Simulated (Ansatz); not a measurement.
# Li: response to strain

Li is deformed so: equal xx and yy strain of -3 %. What stress and forces result, by LAPW, PAW and all-electron datasets made for the crystal?

Program: Ansatz 0.2.0. Level of theory: DFT PBE, scalar-relativistic. These are calculated values, not measurements.

## Step 1: The system as given

Symmetry: P6_3/mmc, No. 194, hexagonal system. The conventional cell has a = 3.111 Å, b = 3.111 Å, c = 5.093 Å, α = 90.00°, β = 90.00°, γ = 120.00°. Li (site symmetry -6m2) is surrounded by 12 Li at 3.11 to 3.12 Å.

As a file:

```xyz
2
Lattice="3.1110 0.0000 0.0000 -1.5555 2.6942 0.0000 0.0000 0.0000 5.0930" Properties=species:S:1:pos:R:3 pbc="T T T"
Li    0.0000    1.7961    1.2732
Li    1.5555    0.8981    3.8197
```

Atoms are numbered in the order of the input: Li1, Li2.

## Step 2: The deformed structure

Space group P6_3/mmc before, P6_3/mmc after.

## Step 3: Full-potential LAPW

The input, input.yaml:

```yaml
crystal:
  lattice:
    - [3.017672087, 0.0, 0.0]
    - [-1.5088360435, 2.6133806877, 0.0]
    - [0.0, 0.0, 5.093]
  atoms:
    - { symbol: Li, position: [0.3333333333, 0.6666666667, 0.25] }
    - { symbol: Li, position: [0.6666666667, 0.3333333333, 0.75] }
kpoints:
  mp_grid: { grid: [15, 15, 8] }
  band_path:
    path:
      - [0.0, 0.0, 0.0]
      - [0.5, 0.0, 0.0]
      - [0.3333333333, 0.3333333333, 0.0]
      - [0.0, 0.0, 0.0]
      - [0.0, 0.0, 0.5]
      - [0.5, 0.0, 0.5]
      - [0.3333333333, 0.3333333333, 0.5]
      - [0.0, 0.0, 0.5]
      - [0.5, 0.0, 0.5]
    npoints: 5
scf:
  occupations: { method: fermi_dirac, width: 0.08 }
hamiltonian:
  xc: pbe
  pseudopotentials: { kind: all_electron, lapw: { basis_error: 0.0005 } }
output:
  forces: true
  stress: true
  eigenvalues: true
```

Started as:

```console
> ansatz run input.yaml --threads 1 --pin off --max-ram 3072MiB --backend cpu --events-out ev --progress --plain --runs-dir out
```

## Step 4: PAW on the default files

The input, input.yaml:

```yaml
crystal:
  lattice:
    - [3.017672087, 0.0, 0.0]
    - [-1.5088360435, 2.6133806877, 0.0]
    - [0.0, 0.0, 5.093]
  atoms:
    - { symbol: Li, position: [0.3333333333, 0.6666666667, 0.25] }
    - { symbol: Li, position: [0.6666666667, 0.3333333333, 0.75] }
kpoints:
  mp_grid: { grid: [15, 15, 8] }
scf:
  occupations: { method: fermi_dirac, width: 0.08 }
hamiltonian:
  xc: pbe
  pseudopotentials: { kind: paw }
output:
  forces: true
  stress: true
  eigenvalues: true
  efg: { contact_densities: true }
```

## Step 5: Datasets made for this crystal

Edit input.yaml of step 4 so:

```diff
@@ -14,3 +14,3 @@
   xc: pbe
-  pseudopotentials: { kind: paw }
+  pseudopotentials: { kind: all_electron, datasets: crystal }
 output:
```

(Steps that only read results are left out.)

What does the calculation give? Wanted: pressure; largest shear or deviatoric stress.

**Answer**, as computed:

| quantity | value |
| --- | --- |
| pressure | LAPW 0.11, PAW 0.10, crystal datasets 0.11 GPa |
| largest shear or deviatoric stress (LAPW) | 0.46 GPa |

**Reading.** The largest part of the stress beyond the pressure is 0.46 GPa in size, in the zz component; the atoms are carried along and not relaxed. No run of the undeformed cell stands beside it, so the pressure holds what the given cell had before the change. PAW: stress within 0.01 GPa of LAPW. Crystal datasets: stress within 0.01 GPa of LAPW.
